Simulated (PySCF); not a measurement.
SiC (Moissanite 3C) under changes of volume

One of the cells (10.346 Å³/atom); the others are scaled copies at fixed shape and fractional positions:

```
Si C
1.0
     0.00000    2.17900    2.17900
     2.17900    0.00000    2.17900
     2.17900    2.17900    0.00000
Si C
1 1
Direct
  0.00000 0.00000 0.00000
  0.75000 0.75000 0.75000
```

```yaml
Program: PySCF 2.14.0
Functional: LDA
Potentials_or_basis: DZVP-MOLOPT-SR/GTH-PBE (potentials made for PBE)
k_mesh: 3 × 3 × 3
Occupations: fermi-dirac, width 0.05 eV
Spin: no spin polarisation
```

| volume (Å³/atom) | energy over the lowest point (meV/atom) | gap on the mesh (eV) |
| --- | --- | --- |
| 9.725 | ? | ? |
| 9.932 | 21.44 | 2.49 |
| 10.139 | 7.98 | 2.47 |
| 10.346 | 1.03 | 2.46 |
| 10.553 | 0.00 | 2.44 |
| 10.760 | 4.36 | 2.43 |
| 10.967 | 13.63 | 2.41 |

Task: What does the run at 9.725 Å³/atom give?

Result: Energy over the lowest point 42.06 meV/atom; gap on the mesh 2.50 eV.

Worked out: A Birch-Murnaghan fit of order 3 (a polynomial in V^(-2/3)) to the other rows has its minimum at 10.49 Å³/atom with B0 = V·E''(V) = 218 GPa and B' = 3.8. It gives 42.06 meV/atom at 9.725 Å³/atom, against the run's 42.06. A straight line through the other rows of the gap, of slope -0.778 eV per unit of ln V, extrapolates to 2.51 eV, against the run's 2.50.

Energies are extrapolated to zero smearing.

Caveats: all runs use coarse meshes; the potentials were made for another functional, which shifts forces and pressure; an odd mesh through Γ misses points on the zone boundary, where band edges often lie; the basis of atomic orbitals isn't converged, which shifts pressures, moduli and gaps.
